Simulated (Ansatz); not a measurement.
**In: a line through a two-coordinate scan**

One table from this session's results is given with a row withheld; the runs are named, their logs left out.

Program: Ansatz 0.2.0. Level of theory: DFT PBE, scalar-relativistic, plane waves, PAW. These are calculated values, not measurements.

1 further run of the same task is left out (set aside as unsound or not needed).

## The starting structure

Symmetry: I4/mmm, No. 139, tetragonal system. Conventional cell: a = 3.390 Å, b = 3.390 Å, c = 4.784 Å, α = 90.00°, β = 90.00°, γ = 90.00°. In (site symmetry 4/mmm) has 12 In at 3.39 Å as nearest neighbours.

Coordinates:

```cif
data_structure
_symmetry_space_group_name_H-M 'P 1'
_symmetry_Int_Tables_number 1
_cell_length_a 3.3866
_cell_length_b 3.3866
_cell_length_c 3.3866
_cell_angle_alpha 119.929
_cell_angle_beta 119.929
_cell_angle_gamma 90.123
_cell_volume 27.49
loop_
_atom_site_label
_atom_site_type_symbol
_atom_site_fract_x
_atom_site_fract_y
_atom_site_fract_z
_atom_site_occupancy
In1 In 0.00000 0.00000 0.00000 1
```

This cell was relaxed beforehand with the same method: volume 27.49 Å³/atom, gap on the mesh none (metal).

## Plan of the line

The energy is mapped over volume and the cell's shape.

First coordinate, volume per atom: 5 values from 24.19 to 30.79 Å³. Second coordinate, c/a of the conventional cell: 5 values from 1.251 to 1.592.

Nothing else is relaxed (symmetry fixes all fractional coordinates). Energies count from the relaxed crystal. Points are written as (first, second).

The first run:

Input file input.yaml:

```yaml
crystal:
  lattice:
    - [-1.6573636607, 1.6573636607, 2.2019733596]
    - [1.6573636607, -1.6573636607, 2.2019733596]
    - [1.6573636607, 1.6573636607, -2.2019733596]
  atoms:
    - { symbol: In, position: [0.0, 0.0, 0.0] }
basis:
  ecutwfc: 420
kpoints:
  mp_grid: { grid: [20, 20, 20] }
hamiltonian:
  xc: pbe
scf:
  occupations: { method: gaussian, width: 0.15 }
output:
  forces: true
  stress: true
  eigenvalues: true
```

The run is started by

```console
ansatz run input.yaml --threads 1 --pin off --max-ram 2048MiB --backend cpu --events-out ev --progress --plain --runs-dir out
```

Steps of the session up to this table: Grid point (24.19 Å³, 1.329); Grid point (25.84 Å³, 1.329); Grid point (27.49 Å³, 1.329); The run at (29.14 Å³, 1.329); Point (30.79 Å³, 1.329).

One of the session's tables, all rows but one given; the rest of the session is left out.

It belongs to the step «The line in numbers». 

```
volume per atom (Å³)  energy (meV/atom)  slope (meV/atom per Å³)  pressure (GPa)
               24.19               57.3                    −39.0             6.2
               25.84               13.1                    −16.0             2.6
               27.49                0.6                     −0.1             0.0
               29.14                  ?                        ?               ?
               30.79               34.8                     18.6            −3.0
```

**Question.** Estimate the row for volume per atom (Å³) = 29.14.

Worked estimate for «energy (meV/atom)». A straight line through the neighbours (27.49, 0.6) and (30.79, 34.8) gives 0.6 + (34.8 − 0.6) × (29.14 − 27.49) / (30.79 − 27.49) = 17.7; a parabola fitted to 3 rows on both sides gives 7.8.

As computed: energy (meV/atom): 10.0; slope (meV/atom per Å³): 10.9; pressure (GPa): −1.7. In «energy (meV/atom)» the line misses by +7.7 and the parabola by -2.2.

Energies count from the relaxed crystal.

The lowest point of the line is at 27.49 Å³, 0.6 meV/atom from the zero. V·d²E/dV² there is about 35 GPa, a bulk modulus under this line's constraint. The well is lopsided: two grid steps out, the energy rises by 56.7 meV/atom towards smaller values and 34.2 meV/atom towards larger ones. The highest point computed, at 24.19 Å³, lies 56.7 meV/atom above the lowest.
